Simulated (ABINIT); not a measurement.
# Ga (I4/mmm) in ABINIT: reference runs

How does Ga come out in PBE? The cell is run as given and disturbed.

Everything below comes from runs of ABINIT 10.8.3 (patched build). Logs are shortened: lines on timing, memory, paths and dates and some standing lists are left out, and cuts for length are marked. The log counts tension as positive stress, the text compression.

## (1) Starting point

Symmetry: I4/mmm, No. 139, tetragonal system. The conventional cell has a = 2.769 Å, b = 2.769 Å, c = 4.622 Å, α = 90.00°, β = 90.00°, γ = 90.00°. Around Ga (site symmetry 4/mmm) lie 12 Ga at 2.77 to 3.03 Å.

This isn't the form of Ga at room conditions, which is orthorhombic.

## (2) Single point, PBE

run.abi reads:

```
# Pseudopotentials
pp_dirpath "./"
pseudos "Ga.GGA_PBE-JTH.xml"

# Structure
structure "poscar:POSCAR"
natom 1

# Plane-wave basis
ecut 17.0
pawecutdg 34.0

# k points
kptopt 1
ngkpt 13 13 13
nshiftk 1
shiftk 0.0 0.0 0.0

# Exchange and correlation
ixc 11

# Bands and occupations
nband 11
occopt 3
tsmear 0.00183747

# SCF cycle
nstep 100
tolvrs 1.0e-9

# Output
iomode 3
prtwf 0
prtden 0
prteig 0
prtebands 0
enunit 1
```

POSCAR reads:

```
Ga
1.0
   -1.3843987196      1.3843987196      2.3112238365
    1.3843987196     -1.3843987196      2.3112238365
    1.3843987196      1.3843987196     -2.3112238365
Ga
1
Direct
    0.0000000000      0.0000000000      0.0000000000  Ga
```

Potentials or basis: JTH PAW PBE v2.0.

The run is started by

```console
$ abinit run.abi > log 2>&1
```

run.abo:

```text
.Version 10.8.3 of ABINIT
 Symmetries : space group I4/m m m (#139); Bravais tI (body-center tetrag.)
================================================================================
 Values of the parameters that define the memory need of the present run
     intxc =       0    ionmov =       0      iscf =      17    lmnmax =      18
     lnmax =       6     mgfft =      24  mpssoang =       3    mqgrid =    3001
     natom =       1  nloc_mem =       2    nspden =       1   nspinor =       1
    nsppol =       1      nsym =      16    n1xccc =       1    ntypat =       1
    occopt =       3   xclevel =       2
       mpw =         411          nfft =       13824          nkpt =         196
 PAW method is used; the additional fine FFT grid is defined by:
   mgfftf=        32    nfftf =     32768
================================================================================
================================================================================

--------------------------------------------------------------------------------
------------- Echo of variables that govern the present computation ------------
--------------------------------------------------------------------------------
 -outvars: echo values of preprocessed input variables --------
            acell      1.0000000000E+00  1.0000000000E+00  1.0000000000E+00 Bohr
              amu      6.97230000E+01
             ecut      1.70000000E+01 Hartree
           enunit           1
                       outvar_i_n : Printing only first  50 k-points.
              ixc          11
                       outvar_i_n : Printing only first  50 k-points.
         kptrlatt       13    0    0      0   13    0      0    0   13
          kptrlen      6.80194952E+01
            natom           1
            nband          11
            ngfft          24      24      24
          ngfftdg          32      32      32
             nkpt         196
            nstep         100
             nsym          16
           ntypat           1
                       prtocc : prtvol=0, do not print more k-points.
           occopt           3
        pawecutdg      3.40000000E+01 Hartree
         pawxcdev           0
           prtden           0
        prtebands           0
           prteig           0
            prtwf           0
            rprim     -2.6161344291E+00  2.6161344291E+00  4.3675800667E+00
                       2.6161344291E+00 -2.6161344291E+00  4.3675800667E+00
                       2.6161344291E+00  2.6161344291E+00 -4.3675800667E+00
          spgroup         139
           tolvrs      1.00000000E-09
           tsmear      1.83747000E-03 Hartree
            typat      1
           useylm           1
                       outvars : Printing only first  50 k-points.
            znucl       31.00000

================================================================================

 chkinp: Checking input parameters for consistency.

================================================================================
== DATASET  1 ==================================================================
[... 103 lines left out ...]
    1        2.10359         11.00125003

================================================================================

 ----iterations are completed or convergence reached----

 Mean square residual over all n,k,spin=   21.265E-09; max=  14.784E-06
 reduced coordinates (array xred) for    1 atoms
       0.000000000000      0.000000000000      0.000000000000
 rms dE/dt=  0.0000E+00; max dE/dt=  0.0000E+00; dE/dt below (all hartree)
    1       0.000000000000      0.000000000000      0.000000000000

 cartesian coordinates (angstrom) at end:
    1      0.00000000000000     0.00000000000000     0.00000000000000

 cartesian forces (hartree/bohr) at end:
    1     -0.00000000000000    -0.00000000000000    -0.00000000000000
 frms,max,avg= 0.0000000E+00 0.0000000E+00   0.000E+00  0.000E+00  0.000E+00 h/b

 cartesian forces (eV/Angstrom) at end:
    1     -0.00000000000000    -0.00000000000000    -0.00000000000000
 frms,max,avg= 0.0000000E+00 0.0000000E+00   0.000E+00  0.000E+00  0.000E+00 e/A
 length scales=  1.000000000000  1.000000000000  1.000000000000 bohr
              =  0.529177210544  0.529177210544  0.529177210544 angstroms
 Fermi (or HOMO) energy (eV) =   6.18395   Average Vxc (eV)= -10.18020
 Eigenvalues (   eV  ) for nkpt= 196  k points:
 kpt#   1, nband= 11, wtk=  0.00046, kpt=  0.0000  0.0000  0.0000 (reduced coord)
  -8.85630   -8.70017   -8.66399   -8.66399   -8.49967   -5.29855   18.93683   19.24878
  19.24878   22.44456   22.84818
 prteigrs : prtvol=0 or 1, do not print more k-points.

--- !EnergyTerms
iteration_state     : {dtset: 1, }
comment             : Components of total free energy in Hartree
kinetic             :  4.89697307736303E+00
hartree             :  2.07574252680098E+01
xc                  : -1.61601626650022E+00
Ewald energy        : -4.94934242488969E+01
psp_core            :  2.56783015896724E+00
local_psp           : -5.60874720807757E+01
PAW spherical_terms : -1.01251877566170E-01
internal            : -7.90759359693990E+01
'-kT*entropy'       : -1.04770016788026E-04
total_energy        : -7.90760407394157E+01
total_energy_eV     : -2.15176868736317E+03
...

--- !EnergyTermsDC
iteration_state     : {dtset: 1, }
comment             : '"Double-counting" decomposition of free energy'
band_energy         : -2.99855260541971E+00
Ewald energy        : -4.94934242488969E+01
psp_core            :  2.56783015896724E+00
xc_dc               : -2.03282986609666E+01
PAW spherical_terms : -8.82349103945888E+00
internal            : -7.90759363957749E+01
'-kT*entropy'       : -1.04770016788026E-04
total_energy_dc     : -7.90760411657917E+01
total_energy_dc_eV  : -2.15176869896545E+03
...

--- !EnergyTermsWithPAWCore
iteration_state     : {dtset: 1, }
comment             : 'Components of total free energy, including PAW core contributions'
Total energy        : -1.94404238744513E+03
Total energy DC     : -1.94404238787151E+03
Total energy (eV)   : -5.29000882833286E+04
Total energy DC (eV): -5.29000882949308E+04
...

 Cartesian components of stress tensor (hartree/bohr^3)
  sigma(1 1)= -1.16301271E-04  sigma(3 2)=  0.00000000E+00
  sigma(2 2)= -1.16301271E-04  sigma(3 1)=  0.00000000E+00
  sigma(3 3)= -1.00770567E-04  sigma(2 1)=  0.00000000E+00

-Cartesian components of stress tensor (GPa)         [Pressure=  3.2694E+00 GPa]
- sigma(1 1)= -3.42170152E+00  sigma(3 2)=  0.00000000E+00
- sigma(2 2)= -3.42170152E+00  sigma(3 1)=  0.00000000E+00
- sigma(3 3)= -2.96477243E+00  sigma(2 1)=  0.00000000E+00

== END DATASET(S) ==============================================================
================================================================================

 -outvars: echo values of variables after computation  --------
            acell      1.0000000000E+00  1.0000000000E+00  1.0000000000E+00 Bohr
           etotal     -7.9076041166E+01
            fcart     -0.0000000000E+00 -0.0000000000E+00 -0.0000000000E+00
            rprim     -2.6161344291E+00  2.6161344291E+00  4.3675800667E+00
                       2.6161344291E+00 -2.6161344291E+00  4.3675800667E+00
                       2.6161344291E+00  2.6161344291E+00 -4.3675800667E+00
           strten     -1.1630127081E-04 -1.1630127081E-04 -1.0077056668E-04
                       0.0000000000E+00  0.0000000000E+00  0.0000000000E+00
 Calculation completed.
```

Wall time 14 s (1 thread of Intel Xeon 6975P-C (Granite Rapids), shared host); peak memory 0.11 GiB.

Results:

```yaml
Free_energy: -2151.7687 eV
Pressure: 3.3 GPa
Band_gap_on_the_k_mesh: none (metal or under the smearing width)
Valence_electrons_inside_the_program's_atomic_spheres: Ga 11.00 (radii [1.1132] Å)
```

## (3) Single point, PBE

run.py reads:

```python
import json, os
import numpy as np
from ase.units import GPa
from ase.calculators.abinit import Abinit, AbinitProfile
from ase.io import read

atoms = read('POSCAR')

profile = AbinitProfile(command='abinit', pp_paths=[os.path.abspath('pseudos')])
params = dict(
    pps='pawxml', xc='PBE',
    ecut=462.5936,
    pawecutdg=925.1871,
    kptopt=1,
    ngkpt=[13, 13, 13],
    nshiftk=1,
    shiftk=[0.0, 0.0, 0.0],
    ixc=11,
    nband=11,
    occopt=3,
    tsmear=0.05,
    nstep=100,
    tolvrs=1e-09,
    prtwf=0,
    prtden=0,
)

atoms.calc = Abinit(profile=profile, directory='run', **params)
energy = atoms.get_potential_energy()
forces = atoms.get_forces()
stress = atoms.get_stress()
print(f'energy {energy:.6f} eV')
print('forces (eV/A)')
print(np.round(forces, 5))
print('stress (GPa, Voigt, tension positive)', np.round(stress / GPa, 4))
json.dump(dict(energy=energy, forces=forces.tolist(), stress=stress.tolist(), cell=atoms.cell.tolist(), frac=atoms.get_scaled_positions(wrap=False).tolist()), open('results.json', 'w'))
```

Edit POSCAR of step 2 so:

```diff
@@ -8,2 +8,2 @@
 Direct
-    0.0000000000      0.0000000000      0.0000000000  Ga
+    0.0000000000      0.0000000000      0.0000000000
```

Potentials or basis: JTH PAW PBE v2.0.

The run is started by

```console
$ python run.py
```

The log of the run:

```text
energy -2151.768687 eV
forces (eV/A)
[[-0. -0. -0.]]
stress (GPa, Voigt, tension positive) [-3.4217 -3.4217 -2.9648  0.      0.      0.    ]
```

abinit.in:

```text
ecut 462.5936 eV
ixc 11
kptopt 1
natom 1
nband 11
ngkpt
13 13 13
nshiftk 1
nsppol 1
nstep 100
occopt 3
pawecutdg 925.1871 eV
prtden 0
prtwf 0
shiftk
0.0 0.0 0.0
tolvrs 1e-09
tsmear 0.05 eV
#Definition of the unit cell
acell
1.00000000000000 1.00000000000000 1.00000000000000 Angstrom
rprim
-1.38439871960000 1.38439871960000 2.31122383650000
1.38439871960000 -1.38439871960000 2.31122383650000
1.38439871960000 1.38439871960000 -2.31122383650000
chkprim 0 # Allow non-primitive cells
#Definition of the atom types
ntypat 1
znucl 31
#Enumerate different atomic species
typat
 1
pseudos "./pseudos/Ga.GGA_PBE-JTH.xml"
#Definition of the atoms
xcart
0.00000000000000 0.00000000000000 0.00000000000000
chkexit 1 # abinit.exit file in the running directory terminates after the current SCF
```

abinit.abo:

```text
.Version 10.8.3 of ABINIT
 Symmetries : space group I4/m m m (#139); Bravais tI (body-center tetrag.)
================================================================================
 Values of the parameters that define the memory need of the present run
     intxc =       0    ionmov =       0      iscf =      17    lmnmax =      18
     lnmax =       6     mgfft =      24  mpssoang =       3    mqgrid =    3001
     natom =       1  nloc_mem =       2    nspden =       1   nspinor =       1
    nsppol =       1      nsym =      16    n1xccc =       1    ntypat =       1
    occopt =       3   xclevel =       2
       mpw =         411          nfft =       13824          nkpt =         196
 PAW method is used; the additional fine FFT grid is defined by:
   mgfftf=        32    nfftf =     32768
================================================================================
================================================================================

--------------------------------------------------------------------------------
------------- Echo of variables that govern the present computation ------------
--------------------------------------------------------------------------------
 -outvars: echo values of preprocessed input variables --------
            acell      1.8897261259E+00  1.8897261259E+00  1.8897261259E+00 Bohr
              amu      6.97230000E+01
          chkexit           1
          chkprim           0
             ecut      1.70000012E+01 Hartree
                       outvar_i_n : Printing only first  50 k-points.
              ixc          11
                       outvar_i_n : Printing only first  50 k-points.
         kptrlatt       13    0    0      0   13    0      0    0   13
          kptrlen      6.80194952E+01
[... 186 lines left out ...]
comment             : '"Double-counting" decomposition of free energy'
band_energy         : -2.99855260728747E+00
Ewald energy        : -4.94934242488969E+01
psp_core            :  2.56783015896724E+00
xc_dc               : -2.03282986597566E+01
PAW spherical_terms : -8.82349103906314E+00
internal            : -7.90759363960369E+01
'-kT*entropy'       : -1.04769532882128E-04
total_energy_dc     : -7.90760411655697E+01
total_energy_dc_eV  : -2.15176869895941E+03
...

--- !EnergyTermsWithPAWCore
iteration_state     : {dtset: 1, }
comment             : 'Components of total free energy, including PAW core contributions'
Total energy        : -1.94404238744511E+03
Total energy DC     : -1.94404238787129E+03
Total energy (eV)   : -5.29000882833280E+04
Total energy DC (eV): -5.29000882949248E+04
...

 Cartesian components of stress tensor (hartree/bohr^3)
  sigma(1 1)= -1.16301252E-04  sigma(3 2)=  0.00000000E+00
  sigma(2 2)= -1.16301252E-04  sigma(3 1)=  0.00000000E+00
  sigma(3 3)= -1.00770576E-04  sigma(2 1)=  0.00000000E+00

-Cartesian components of stress tensor (GPa)         [Pressure=  3.2694E+00 GPa]
- sigma(1 1)= -3.42170096E+00  sigma(3 2)=  0.00000000E+00
- sigma(2 2)= -3.42170096E+00  sigma(3 1)=  0.00000000E+00
- sigma(3 3)= -2.96477269E+00  sigma(2 1)=  0.00000000E+00

== END DATASET(S) ==============================================================
================================================================================

 -outvars: echo values of variables after computation  --------
            acell      1.8897261259E+00  1.8897261259E+00  1.8897261259E+00 Bohr
           etotal     -7.9076041166E+01
            fcart     -0.0000000000E+00 -0.0000000000E+00 -0.0000000000E+00
            rprim     -1.3843987196E+00  1.3843987196E+00  2.3112238365E+00
                       1.3843987196E+00 -1.3843987196E+00  2.3112238365E+00
                       1.3843987196E+00  1.3843987196E+00 -2.3112238365E+00
           strten     -1.1630125181E-04 -1.1630125181E-04 -1.0077057550E-04
                       0.0000000000E+00  0.0000000000E+00  0.0000000000E+00
 Calculation completed.
```

Run time: 15 s. Hardware: 1 thread of Intel Xeon 6975P-C (Granite Rapids), shared host; peak memory 0.11 GiB.

Results:

* Free energy: -2151.7687 eV
* Pressure: 3.3 GPa
* Band gap on the k mesh: none (metal or under the smearing width)
* Valence electrons inside the program's atomic spheres: Ga 11.00 (radii [1.1132] Å)

Stress tensor (GPa, compression positive):
```
3.42 0.00 0.00
0.00 3.42 0.00
0.00 0.00 2.96
```

## (4) Single point, PBE (cell strained at random at fixed volume)

Edit run.abi of step 2 so:

```diff
@@ -5,4 +5,16 @@
 # Structure
-structure "poscar:POSCAR"
+acell 3*1.0 Angstrom
+rprim
+    -1.3457430000     1.3674810000     2.2797440000
+     1.3853220000    -1.3814100000     2.3117950000
+     1.3842630000     1.4199300000    -2.2880880000
+ntypat 1
+znucl 31
 natom 1
+typat 1
+xred
+     0.0001720000     0.0118810000     0.0118730000
+chkprim 0
+chksymtnons 0
+tolsym 1.0e-6
 
@@ -36,2 +48,2 @@
 prtebands 0
-enunit 1
+enunit 2
```

The run is started by

```console
$ abinit run.abi > log 2>&1
```

It took 69 s on 1 thread of Intel Xeon 6975P-C (Granite Rapids), shared host; peak memory 0.27 GiB.

The run converged. Its results:

| Item | Value |
| --- | --- |
| Free energy | -2151.7687 eV |
| Pressure | 3.4 GPa |
| Band gap on the k mesh | none (metal or under the smearing width) |
| Valence electrons inside the program's atomic spheres | Ga 11.00 (radii [1.1132] Å) |

Stress tensor (GPa, compression positive):
```
 3.76  0.16 -0.03
 0.16  3.58 -0.13
-0.03 -0.13  2.97
```

Levels at points of the mesh, in eV from the Fermi level:
```tsv
k point	band 3	band 4	band 5	band 6	band 7	band 8	band 9	band 10
(0.00, 0.00, 0.00)	-14.85	-14.83	-14.68	-11.47	12.71	12.98	13.25	16.21
```
